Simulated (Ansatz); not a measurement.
Computed with DFT, revPBE, plane waves (420 eV) with PAW, scalar-relativistic in Ansatz 0.2.0. (PAW data from PBE, frozen cores regenerated.)

An element in the hcp structure gives this curve. The cell is scaled uniformly from the relaxed one, with fractional coordinates and shape fixed. Energies are extrapolated to zero smearing, pressures are those at the given smearing. Magnetic state: spin not included.

```
V (Å³/atom)  E − E₀ (meV/atom)  P (GPa)
     14.837               69.9    12.52
     15.511               28.6     7.43
     16.185                6.6     3.35
     16.860                0.0     0.06
     17.534                5.8    -2.58
     18.209               21.6    -4.68
     18.883               45.3    -6.35
```

Task: Which element is it?
A. silver
B. zinc
C. gold
D. aluminium

Result: D. Its fit is V₀ = 16.86 Å³/atom, B₀ = 73 GPa, B₀′ = 4.5.
